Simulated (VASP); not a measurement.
Wanted: the native input for a VASP 6.6.1 run.

| Item | Value |
| --- | --- |
| Task | G0W0 quasiparticle levels |
| Functional | PBE |
| Potentials or basis | VASP PAW PBE potentials, release 64 (Cd_GW, Se_GW) |
| Cutoff | 500 eV |
| k mesh | 4 × 4 × 2 |
| Occupations | gaussian, width 0.01 eV |
| Spin | no spin polarisation |
| Ladder | gaps |
| GW scheme | G0W0 |
| GW iterations | 1 |
| Cutoff of the response function | 120 |
| Frequency points | 50 |
| Empty bands | 335 |
| Further INCAR settings | ALGO = EVGW0; EDIFF = 1e-08; NBANDS = 353 |

The system is CdSe (Cadmoselite).

```
Cd Se
1.0
     4.30000    0.00000    0.00000
    -2.15000    3.72391    0.00000
     0.00000    0.00000    7.02000
Cd Se
2 2
Direct
  0.66667 0.33333 0.50000
  0.33333 0.66667 0.00000
  0.66667 0.33333 0.88500
  0.33333 0.66667 0.38500
```

One way to write it, as run:

POSCAR

```
CdSe
1.0
    4.3000000000      0.0000000000      0.0000000000
   -2.1500000000      3.7239092363      0.0000000000
    0.0000000000      0.0000000000      7.0200000000
Cd Se
2 2
Direct
    0.6666666667      0.3333333333      0.5000000000
    0.3333333333      0.6666666667      0.0000000000
    0.6666666667      0.3333333333      0.8850000000
    0.3333333333      0.6666666667      0.3850000000
```

INCAR.step1

```
SYSTEM = CdSe
ALGO = Normal
EDIFF = 1E-8
ENCUT = 500
GGA = PE
ISMEAR = 0
KPAR = 4
LASPH = .True.
LCHARG = .False.
LREAL = .False.
LWAVE = .True.
NELM = 80
PREC = Accurate
SIGMA = 0.01
```

INCAR.step2

```
SYSTEM = CdSe
ALGO = Exact
EDIFF = 1E-8
ENCUT = 500
GGA = PE
ISMEAR = 0
ISTART = 1
KPAR = 4
LASPH = .True.
LCHARG = .False.
LOPTICS = .True.
LREAL = .False.
LWAVE = .True.
NBANDS = 353
NELM = 1
PREC = Accurate
SIGMA = 0.01
```

INCAR.step3

```
SYSTEM = CdSe
ALGO = EVGW0
EDIFF = 1E-8
ENCUT = 500
ENCUTGW = 120
GGA = PE
ISMEAR = 0
ISTART = 1
KPAR = 4
LASPH = .True.
LCHARG = .False.
LREAL = .False.
LWAVE = .False.
NBANDS = 353
NBANDSGW = 26
NELMGW = 1
NOMEGA = 50
PREC = Accurate
PRECFOCK = Fast
SIGMA = 0.01
```

KPOINTS

```
k-points
0
Gamma
  4 4 2
  0 0 0
```

Potentials or basis: VASP PAW PBE potentials, release 64 (Cd_GW, Se_GW).

Launch:

```sh
$ cat potpaw_PBE.64/Cd_GW/POTCAR potpaw_PBE.64/Se_GW/POTCAR > POTCAR
$ cp INCAR.step1 INCAR
$ mpirun -np 4 vasp_std > vasp.out
$ cp INCAR.step2 INCAR
$ mpirun -np 4 vasp_std > vasp.out
$ cp INCAR.step3 INCAR
$ mpirun -np 4 vasp_std > vasp.out
```

It gave:

```yaml
Band_gap_on_the_k_mesh_mean-field_level: 0.69 eV, direct
Quasiparticle_gap: 1.36 eV
Least_direct_quasiparticle_gap: 1.36 eV
```

Caveat: the k mesh is coarse (spacing up to 0.45 Å⁻¹), so the values aren't converged; bands, screening cutoff and mesh are small and nothing is extrapolated, so the quasiparticle values aren't converged.

Wall time 4.4 min on 4 MPI ranks on Intel(R) Xeon(R) 6975P-C (Granite Rapids) (shared host), peak memory 1.8 GiB a rank.
